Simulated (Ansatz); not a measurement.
CuO under changes of volume

One of the cells (9.643 Å³/atom); the others are scaled copies at fixed shape and fractional positions:

```
Cu O
1.0
     2.83633    0.00000    0.00000
    -1.41816    2.45633    0.00000
     0.00000    0.00000    2.76811
Cu O
1 1
Direct
  0.00000 0.00000 0.00000
  0.66667 0.33333 0.50000
```

Measurements of this composition are mostly on another form, of space group No. 15.

| Quantity | Value |
| --- | --- |
| Program | Ansatz 0.2.0 |
| Functional | PBE |
| Potentials or basis | SSSP efficiency PAW |
| Cutoff | 1225 eV |
| Density cutoff | 12245 eV |
| k mesh | 11 × 11 × 10 |
| Occupations | fermi-dirac, width 0.05 eV |
| Spin | no spin polarisation |

```tsv
volume (Å³/atom)	energy over the lowest point (meV/atom)	pressure (GPa)
9.064	18.54	11.6
9.257	?	?
9.450	1.45	3.1
9.643	0.00	-0.5
9.836	2.60	-3.6
10.028	8.81	-6.5
10.221	18.22	-9.0
```

Problem. What does the run at 9.257 Å³/atom give?

Solution. Energy over the lowest point 7.44 meV/atom; pressure 7.1 GPa.

Worked out: A Birch-Murnaghan fit of order 3 (a polynomial in V^(-2/3)) to the other rows has its minimum at 9.61 Å³/atom with B0 = V·E''(V) = 171 GPa and B' = 4.7 at fixed shape and positions, which overstates the stiffness. It gives 7.44 meV/atom at 9.257 Å³/atom, against the run's 7.44, and -dE/dV = 7.0 GPa, against 7.1.

Energies are extrapolated to zero smearing.

Caveats: an odd number of electrons without spin polarisation forces a metal; a magnetic or distorted state may lie lower; the run has no spin polarisation, though such a crystal can be magnetic.
